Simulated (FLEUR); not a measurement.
# Hf (Im-3m) in FLEUR: a series of runs

Runs on Hf. Level: SCAN. Tasks: band structure, equation of state.

Program: FLEUR MaX-R8.1 (later development tree). These are calculated values, not measurements. Logs are shortened: lines on timing, memory, paths and dates and some standing lists are left out, and cuts for length are marked.

## 1. The structure

It takes space group Im-3m (No. 229, cubic). The conventional cell has a = 3.610 Å, b = 3.610 Å, c = 3.610 Å, α = 90.00°, β = 90.00°, γ = 90.00°. Around Hf (site symmetry m-3m) lie 8 Hf at 3.13 Å.

This isn't the form of Hf at room conditions, which is hcp.

## 2. Band structure, SCAN

The input, inp.xml:

```xml
<?xml version="1.0" encoding="UTF-8" standalone="no"?>
<fleurInput fleurInputVersion="0.39">
   <comment>
      Hf                                                                                                  
   </comment>
   <calculationSetup>
      <cutoffs Kmax="4.1" Gmax="12.7" GmaxXC="12.7" numbands="0"/>
      <scfLoop itmax="80" minDistance="0.0001" maxIterBroyd="30" imix="Anderson" alpha="0.05" precondParam="0.0" spinf="2.0" sdNocoIR="T"/>
      <coreElectrons ctail="F" frcor="F" kcrel="0" coretail_lmax="0"/>
      <xcFunctional name="LibXC" relativisticCorrections="F">
         <LibXCName exchange="mgga_x_scan" correlation="mgga_c_scan"/>
         <AuxGGA exchange="117" correlation="130"/>
      </xcFunctional>
      <magnetism jspins="1"/>
      <soc l_soc="F" theta="0.0" phi="0.0" spav="F"/>
      <expertModes spex="0" secvar="F"/>
      <geometryOptimization l_f="F" forcealpha="1.0" forcemix="BFGS" epsdisp="0.00001" epsforce="0.00001"/>
      <ldaU l_linMix="F" mixParam="0.05" spinf="1.0"/>
   </calculationSetup>
   <cell>
      <bzIntegration valenceElectrons="26.0" mode="hist" fermiSmearingEnergy="0.00183747">
         <kPointListSelection listName="default-1"/>
         <!-- k-points included here -->
         <xi:include xmlns:xi="http://www.w3.org/2001/XInclude" href="kpts.xml"> </xi:include>
      </bzIntegration>
      <!-- symmetry operations included here -->
      <xi:include xmlns:xi="http://www.w3.org/2001/XInclude" href="sym.xml"> </xi:include>
      <bulkLattice scale="1.0">
         <bravaisMatrix>
            <row-1>   -3.4109556549029998     3.4109556549029998     3.4109556549029998</row-1>
            <row-2>    3.4109556549029998    -3.4109556549029998     3.4109556549029998</row-2>
            <row-3>    3.4109556549029998     3.4109556549029998    -3.4109556549029998</row-3>
         </bravaisMatrix>
      </bulkLattice>
   </cell>
   <atomSpecies>
      <species name="Hafnium (Hf)" element="Hf" atomicNumber="72">
         <mtSphere radius="2.66" gridPoints="879" logIncrement="0.015"/>
         <atomicCutoffs lmax="10" lnonsphr="10"/>
         <electronConfig flipSpins="F">
            <coreConfig>(1s1/2) (2s1/2) (2p1/2) (2p3/2) (3s1/2) (3p1/2) (3p3/2) (4s1/2) (3d3/2) (3d5/2) (4p1/2) (4p3/2) (4d3/2) (4d5/2)</coreConfig>
            <valenceConfig>(5s1/2) (5p1/2) (5p3/2) (6s1/2) (4f5/2) (4f7/2) (5d3/2) (5d5/2)</valenceConfig>
            <stateOccupation state="(5d3/2)" spinUp="0.400000" spinDown="0.400000"/>
            <stateOccupation state="(5d5/2)" spinUp="0.600000" spinDown="0.600000"/>
         </electronConfig>
         <energyParameters s="6" p="6" d="5" f="4"/>
         <lo type="SCLO" l="0" n="5" eDeriv="0"/>
         <lo type="SCLO" l="1" n="5" eDeriv="0"/>
         <lo type="SCLO" l="2" n="5" eDeriv="2"/>
         <lo type="SCLO" l="3" n="4" eDeriv="2"/>
      </species>
   </atomSpecies>
   <atomGroups>
      <atomGroup species="Hafnium (Hf)">
         <relPos label="                   1">.0000000000 .0000000000 .0000000000</relPos>
         <force calculate="T" relaxXYZ="TTT"/>
      </atomGroup>
   </atomGroups>
   <output dos="F" band="F" slice="F">
      <checks vchk="F" cdinf="F"/>
      <bandDOS minEnergy="-.5*Htr" maxEnergy="0.5*Htr" sigma="0.015" storeEVData="T"/>
      <vacuumDOS vacdos="F" integ="F" star="F" nstars="0" locx1="0.0" locy1="0.0" locx2="0.0" locy2="0.0" nstm="0" tworkf="0.0"/>
      <unfoldingBand unfoldBand="F" supercellX="1" supercellY="1" supercellZ="1"/>
      <plotting iplot="0" polar="F">
         <plot TwoD="T" vec1="  1.0  0.0  0.0" vec2="  0.0  1.0  0.0" vec3="  0.0  0.0  1.0" zero="  0.0  0.0  0.0" file="plot"/>
      </plotting>
      <chargeDensitySlicing numkpt="0" minEigenval="0.0" maxEigenval="0.0" nnne="0" pallst="F"/>
      <specialOutput eonly="F"/>
      <moessbauerParams electricFieldGradient="T" isomerShift="T" coreHyperfine="T" valenceHyperfine="T"/>
      <magneticCircularDichroism mcd="F" energyLo="-10.0" energyUp="0.0"/>
   </output>
  <!-- We include the file relax.xml here to enable relaxations (see documentation) -->
  <xi:include xmlns:xi="http://www.w3.org/2001/XInclude" href="relax.xml"> <xi:fallback/> </xi:include>
</fleurInput>
```

The input, crystal.txt:

```
Hf
&input cartesian=F /
-1.8050000000  1.8050000000  1.8050000000
1.8050000000  -1.8050000000  1.8050000000
1.8050000000  1.8050000000  -1.8050000000
1.8897261246
1.0 1.0 1.0

1
72 0.0000000000  0.0000000000  0.0000000000

&kpt div1=10 div2=10 div3=10 gamma=T /
```

The input, inp.xml (bands):

```
<?xml version="1.0" encoding="UTF-8" standalone="no"?>
<fleurInput fleurInputVersion="0.39">
   <comment>
      Hf                                                                                                  
   </comment>
   <calculationSetup>
      <cutoffs Kmax="4.1" Gmax="12.7" GmaxXC="12.7" numbands="0"/>
      <scfLoop itmax="80" minDistance="0.0001" maxIterBroyd="30" imix="Anderson" alpha="0.05" precondParam="0.0" spinf="2.0" sdNocoIR="T"/>
      <coreElectrons ctail="F" frcor="F" kcrel="0" coretail_lmax="0"/>
      <xcFunctional name="LibXC" relativisticCorrections="F">
         <LibXCName exchange="mgga_x_scan" correlation="mgga_c_scan"/>
         <AuxGGA exchange="117" correlation="130"/>
      </xcFunctional>
      <magnetism jspins="1"/>
      <soc l_soc="F" theta="0.0" phi="0.0" spav="F"/>
      <expertModes spex="0" secvar="F"/>
      <geometryOptimization l_f="F" forcealpha="1.0" forcemix="BFGS" epsdisp="0.00001" epsforce="0.00001"/>
      <ldaU l_linMix="F" mixParam="0.05" spinf="1.0"/>
   </calculationSetup>
   <cell>
      <bzIntegration valenceElectrons="26.0" mode="hist" fermiSmearingEnergy="0.00183747">
         <kPointListSelection listName="path-1"/>
         <!-- k-points included here -->
         <xi:include xmlns:xi="http://www.w3.org/2001/XInclude" href="kpts.xml"> </xi:include>
      </bzIntegration>
      <!-- symmetry operations included here -->
      <xi:include xmlns:xi="http://www.w3.org/2001/XInclude" href="sym.xml"> </xi:include>
      <bulkLattice scale="1.0">
         <bravaisMatrix>
            <row-1>   -3.4109556549029998     3.4109556549029998     3.4109556549029998</row-1>
            <row-2>    3.4109556549029998    -3.4109556549029998     3.4109556549029998</row-2>
            <row-3>    3.4109556549029998     3.4109556549029998    -3.4109556549029998</row-3>
         </bravaisMatrix>
      </bulkLattice>
   </cell>
   <atomSpecies>
      <species name="Hafnium (Hf)" element="Hf" atomicNumber="72">
         <mtSphere radius="2.66" gridPoints="879" logIncrement="0.015"/>
         <atomicCutoffs lmax="10" lnonsphr="10"/>
         <electronConfig flipSpins="F">
            <coreConfig>(1s1/2) (2s1/2) (2p1/2) (2p3/2) (3s1/2) (3p1/2) (3p3/2) (4s1/2) (3d3/2) (3d5/2) (4p1/2) (4p3/2) (4d3/2) (4d5/2)</coreConfig>
            <valenceConfig>(5s1/2) (5p1/2) (5p3/2) (6s1/2) (4f5/2) (4f7/2) (5d3/2) (5d5/2)</valenceConfig>
            <stateOccupation state="(5d3/2)" spinUp="0.400000" spinDown="0.400000"/>
            <stateOccupation state="(5d5/2)" spinUp="0.600000" spinDown="0.600000"/>
         </electronConfig>
         <energyParameters s="6" p="6" d="5" f="4"/>
         <lo type="SCLO" l="0" n="5" eDeriv="0"/>
         <lo type="SCLO" l="1" n="5" eDeriv="0"/>
         <lo type="SCLO" l="2" n="5" eDeriv="2"/>
         <lo type="SCLO" l="3" n="4" eDeriv="2"/>
      </species>
   </atomSpecies>
   <atomGroups>
      <atomGroup species="Hafnium (Hf)">
         <relPos label="                   1">.0000000000 .0000000000 .0000000000</relPos>
         <force calculate="T" relaxXYZ="TTT"/>
      </atomGroup>
   </atomGroups>
   <output dos="F" band="T" slice="F">
      <checks vchk="F" cdinf="F"/>
      <bandDOS minEnergy="-.5*Htr" maxEnergy="0.5*Htr" sigma="0.015" storeEVData="T"/>
      <vacuumDOS vacdos="F" integ="F" star="F" nstars="0" locx1="0.0" locy1="0.0" locx2="0.0" locy2="0.0" nstm="0" tworkf="0.0"/>
      <unfoldingBand unfoldBand="F" supercellX="1" supercellY="1" supercellZ="1"/>
      <plotting iplot="0" polar="F">
         <plot TwoD="T" vec1="  1.0  0.0  0.0" vec2="  0.0  1.0  0.0" vec3="  0.0  0.0  1.0" zero="  0.0  0.0  0.0" file="plot"/>
      </plotting>
      <chargeDensitySlicing numkpt="0" minEigenval="0.0" maxEigenval="0.0" nnne="0" pallst="F"/>
      <specialOutput eonly="F"/>
      <moessbauerParams electricFieldGradient="T" isomerShift="T" coreHyperfine="T" valenceHyperfine="T"/>
      <magneticCircularDichroism mcd="F" energyLo="-10.0" energyUp="0.0"/>
   </output>
  <!-- We include the file relax.xml here to enable relaxations (see documentation) -->
  <xi:include xmlns:xi="http://www.w3.org/2001/XInclude" href="relax.xml"> <xi:fallback/> </xi:include>
</fleurInput>
```

Potentials or basis: all-electron, FLAPW.

Command:

```
inpgen -f crystal.txt -profile fastHighL
# inp.xml edited to the form shown
fleur_MPI
fleur_MPI   # second run, on inp.xml (bands)
```

Output:

```text
Welcome to FLEUR        (www.flapw.de)
      MaX-Release 8.1          (www.max-centre.eu)
 func_ids         267         263         267         263
 MetaGGA potential functional detected - V_tau will be computed
 Auxiliary Potential for radial basis: exchange=         117  correlation=         130
The functional 'SCAN exchange of Sun, Ruzsinszky, and Perdew' is an exchange functional, it belongs to the 'MGGA' family and is defined in the reference(s):
[1] J. Sun, A. Ruzsinszky, and J. P. Perdew.,  Phys. Rev. Lett. 115, 036402 (2015)
The functional 'SCAN correlation of Sun, Ruzsinszky, and Perdew' is a correlation functional, it belongs to the 'MGGA' family and is defined in the reference(s):
[1] J. Sun, A. Ruzsinszky, and J. P. Perdew.,  Phys. Rev. Lett. 115, 036402 (2015)
 Using same functional for VXC and EXC

 ========== k-point set info ==========
 Selected k-point list: default-1
 k-point list type: mesh
 10 x 10 x 10
 Number of k points: 47

 ------------Calculation Setup---------------------------
 Number of MPI-tasks      :            1
 Number of PE/node        :            1
 Number of OMP-threads    :            1
 Most efficient MPI parallelization for:
           1          47
 Additional eigenvalue parallelization possible
 Number of basis functions:          220
 Approximate size of matrices (H+S) per k-point:         0.001 GB
 --------------------------------------------------------
The functional 'Hammer, Hansen, and Norskov' is an exchange functional, it belongs to the 'GGA' family and is defined in the reference(s):
[1] B. Hammer, L. B. Hansen, and J. K. Nørskov.,  Phys. Rev. B 59, 7413 (1999)
The functional 'Perdew, Burke & Ernzerhof' is a correlation functional, it belongs to the 'GGA' family and is defined in the reference(s):
[1] J. P. Perdew, K. Burke, and M. Ernzerhof.,  Phys. Rev. Lett. 77, 3865 (1996)
[2] J. P. Perdew, K. Burke, and M. Ernzerhof.,  Phys. Rev. Lett. 78, 1396 (1997)
 Using same functional for VXC and EXC
 Using auxiliary GGA potential for the first iteration of MetaGGA calculation.
 Reset of history
 Reset of history
 Iteration:     1   Distance:      46.47942008 me/bohr^3
The functional 'Hammer, Hansen, and Norskov' is an exchange functional, it belongs to the 'GGA' family and is defined in the reference(s):
[1] B. Hammer, L. B. Hansen, and J. K. Nørskov.,  Phys. Rev. B 59, 7413 (1999)
The functional 'Perdew, Burke & Ernzerhof' is a correlation functional, it belongs to the 'GGA' family and is defined in the reference(s):
[1] J. P. Perdew, K. Burke, and M. Ernzerhof.,  Phys. Rev. Lett. 77, 3865 (1996)
[2] J. P. Perdew, K. Burke, and M. Ernzerhof.,  Phys. Rev. Lett. 78, 1396 (1997)
 Using same functional for VXC and EXC
 Iteration:     2   Distance:      44.12909847 me/bohr^3
The functional 'Hammer, Hansen, and Norskov' is an exchange functional, it belongs to the 'GGA' family and is defined in the reference(s):
[1] B. Hammer, L. B. Hansen, and J. K. Nørskov.,  Phys. Rev. B 59, 7413 (1999)
The functional 'Perdew, Burke & Ernzerhof' is a correlation functional, it belongs to the 'GGA' family and is defined in the reference(s):
[1] J. P. Perdew, K. Burke, and M. Ernzerhof.,  Phys. Rev. Lett. 77, 3865 (1996)
[2] J. P. Perdew, K. Burke, and M. Ernzerhof.,  Phys. Rev. Lett. 78, 1396 (1997)
 Using same functional for VXC and EXC
 Iteration:     3   Distance:      41.89566674 me/bohr^3
The functional 'Hammer, Hansen, and Norskov' is an exchange functional, it belongs to the 'GGA' family and is defined in the reference(s):
[1] B. Hammer, L. B. Hansen, and J. K. Nørskov.,  Phys. Rev. B 59, 7413 (1999)
The functional 'Perdew, Burke & Ernzerhof' is a correlation functional, it belongs to the 'GGA' family and is defined in the reference(s):
[1] J. P. Perdew, K. Burke, and M. Ernzerhof.,  Phys. Rev. Lett. 77, 3865 (1996)
[2] J. P. Perdew, K. Burke, and M. Ernzerhof.,  Phys. Rev. Lett. 78, 1396 (1997)
 Using same functional for VXC and EXC
 Iteration:     4   Distance:       3.99989658 me/bohr^3
The functional 'Hammer, Hansen, and Norskov' is an exchange functional, it belongs to the 'GGA' family and is defined in the reference(s):
[1] B. Hammer, L. B. Hansen, and J. K. Nørskov.,  Phys. Rev. B 59, 7413 (1999)
The functional 'Perdew, Burke & Ernzerhof' is a correlation functional, it belongs to the 'GGA' family and is defined in the reference(s):
[1] J. P. Perdew, K. Burke, and M. Ernzerhof.,  Phys. Rev. Lett. 77, 3865 (1996)
[2] J. P. Perdew, K. Burke, and M. Ernzerhof.,  Phys. Rev. Lett. 78, 1396 (1997)
 Using same functional for VXC and EXC
 Iteration:     5   Distance:       2.67620613 me/bohr^3
The functional 'Hammer, Hansen, and Norskov' is an exchange functional, it belongs to the 'GGA' family and is defined in the reference(s):
[... 46 lines left out ...]
 Using same functional for VXC and EXC
 Iteration:    12   Distance:       0.00584702 me/bohr^3
The functional 'Hammer, Hansen, and Norskov' is an exchange functional, it belongs to the 'GGA' family and is defined in the reference(s):
[1] B. Hammer, L. B. Hansen, and J. K. Nørskov.,  Phys. Rev. B 59, 7413 (1999)
The functional 'Perdew, Burke & Ernzerhof' is a correlation functional, it belongs to the 'GGA' family and is defined in the reference(s):
[1] J. P. Perdew, K. Burke, and M. Ernzerhof.,  Phys. Rev. Lett. 77, 3865 (1996)
[2] J. P. Perdew, K. Burke, and M. Ernzerhof.,  Phys. Rev. Lett. 78, 1396 (1997)
 Using same functional for VXC and EXC
 Iteration:    13   Distance:       0.00103882 me/bohr^3
The functional 'Hammer, Hansen, and Norskov' is an exchange functional, it belongs to the 'GGA' family and is defined in the reference(s):
[1] B. Hammer, L. B. Hansen, and J. K. Nørskov.,  Phys. Rev. B 59, 7413 (1999)
The functional 'Perdew, Burke & Ernzerhof' is a correlation functional, it belongs to the 'GGA' family and is defined in the reference(s):
[1] J. P. Perdew, K. Burke, and M. Ernzerhof.,  Phys. Rev. Lett. 77, 3865 (1996)
[2] J. P. Perdew, K. Burke, and M. Ernzerhof.,  Phys. Rev. Lett. 78, 1396 (1997)
 Using same functional for VXC and EXC
 Iteration:    14   Distance:       0.00038175 me/bohr^3
The functional 'Hammer, Hansen, and Norskov' is an exchange functional, it belongs to the 'GGA' family and is defined in the reference(s):
[1] B. Hammer, L. B. Hansen, and J. K. Nørskov.,  Phys. Rev. B 59, 7413 (1999)
The functional 'Perdew, Burke & Ernzerhof' is a correlation functional, it belongs to the 'GGA' family and is defined in the reference(s):
[1] J. P. Perdew, K. Burke, and M. Ernzerhof.,  Phys. Rev. Lett. 77, 3865 (1996)
[2] J. P. Perdew, K. Burke, and M. Ernzerhof.,  Phys. Rev. Lett. 78, 1396 (1997)
 Using same functional for VXC and EXC
 Iteration:    15   Distance:       0.00008671 me/bohr^3

 ********************************************************************
 Run finished successfully
 Stop message:
   all done
 ********************************************************************
```

Run time: 24 s. Hardware: 1 thread of Intel Xeon Platinum 8375C at 2.90GHz (Ice Lake), shared host; peak memory 0.09 GiB.

What came out:

| Property | Result |
| --- | --- |
| Free energy | -410821.1705 eV |
| Band gap along the path | none (metal or under the smearing width) |
| Valence electrons inside the program's atomic spheres | Hf 24.00 (radii Hf 2.66 bohr) |

Levels at the corners of the path, in eV from the Fermi level:
| point | band 10 | band 11 | band 12 | band 13 | band 14 | band 15 | band 16 | band 17 |
| --- | --- | --- | --- | --- | --- | --- | --- | --- |
| Γ | -12.08 | -12.06 | -7.24 | 1.53 | 1.53 | 1.53 | 4.29 | 4.29 |
| H | -12.08 | -12.08 | -2.43 | -2.43 | 6.66 | 6.66 | 6.66 | 6.98 |
| N | -12.08 | -12.07 | -3.40 | -0.44 | 0.90 | 4.04 | 5.04 | 7.47 |
| Γ | -12.08 | -12.06 | -7.24 | 1.53 | 1.53 | 1.53 | 4.29 | 4.29 |
| P | -12.10 | -12.10 | -0.66 | -0.66 | -0.66 | 5.18 | 5.19 | 5.19 |
| H | -12.08 | -12.08 | -2.43 | -2.43 | 6.66 | 6.66 | 6.66 | 6.98 |
| P | -12.10 | -12.10 | -0.66 | -0.66 | -0.66 | 5.18 | 5.19 | 5.19 |
| N | -12.08 | -12.07 | -3.40 | -0.44 | 0.90 | 4.04 | 5.04 | 7.47 |

Core levels (eV from the Fermi level):
```csv
atom,levels
1 Hf,"1s1/2 -65198.6, 2s1/2 -11138.5, 2p1/2 -10636.0, 2p3/2 -9444.1, 3s1/2 -2533.7, 3p1/2 -2311.3, 3p3/2 -2055.8, 4s1/2 -506.1, 3d3/2 -1680.3, 3d5/2 -1624.6, 4p1/2 -415.0, 4p3/2 -356.6, 4d3/2 -207.2, 4d5/2 -196.5"
```

Caveat: the meta-GGA is that of a development version, with a GGA for the radial functions and cores and without core tails; spin-orbit coupling is left out, which moves the levels of the heavy elements.

(Continued in part 2 of 2.)
